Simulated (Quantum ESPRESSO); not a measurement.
**TiO2 under changes of volume**

One of the cells (12.226 Å³/atom); the others are scaled copies at fixed shape and fractional positions:

```
Ti O
1.0
     6.15358   -1.88347    0.00000
     6.15358    1.88347    0.00000
    -1.92833    0.00000    6.32897
Ti O
4 8
Direct
  0.90007 0.90007 0.28960
  0.19529 0.19529 0.28376
  0.09993 0.09993 0.71040
  0.80471 0.80471 0.71624
  0.36193 0.36193 0.29340
  0.26349 0.26349 0.65250
  0.86719 0.86719 0.99529
  0.73651 0.73651 0.34750
  0.94165 0.94165 0.63002
  0.13281 0.13281 0.00471
  0.63807 0.63807 0.70660
  0.05835 0.05835 0.36998
```

The cell comes from a database or a generator and needn't be the stable form of this composition.

```yaml
Program: Quantum ESPRESSO 7.5
Functional: PBEsol
Potentials_or_basis: GBRV 1.5 PBEsol
Cutoff: 612 eV
Density_cutoff: 4898 eV
k_mesh: 4 × 4 × 2
Occupations: fermi-dirac, width 0.05 eV
Spin: no spin polarisation
```

```tsv
volume (Å³/atom)	energy over the lowest point (meV/atom)	pressure (GPa)	gap on the mesh (eV)
11.492	6.45	6.5	2.94
11.737	0.00	1.7	2.86
11.981	0.48	-2.6	2.79
12.226	7.17	-6.4	2.72
12.470	19.47	-9.9	2.65
12.715	?	?	?
12.959	58.55	-15.8	2.52
```

Problem. What does the run at 12.715 Å³/atom give?

Solution. Energy over the lowest point 36.77 meV/atom; pressure -13.0 GPa; gap on the mesh 2.59 eV.

Worked out: A Birch-Murnaghan fit of order 3 (a polynomial in V^(-2/3)) to the other rows has its minimum at 11.84 Å³/atom with B0 = V·E''(V) = 210 GPa and B' = 4.2 at fixed shape and positions, which overstates the stiffness. It gives 36.79 meV/atom at 12.715 Å³/atom, against the run's 36.77, and -dE/dV = -12.9 GPa, against -13.0. A straight line through the other rows of the gap, of slope -3.48 eV per unit of ln V, gives 2.58 eV, against the run's 2.59.

Energies are extrapolated to zero smearing.

Caveats: all runs use coarse meshes.

A mesh can miss the band edges.
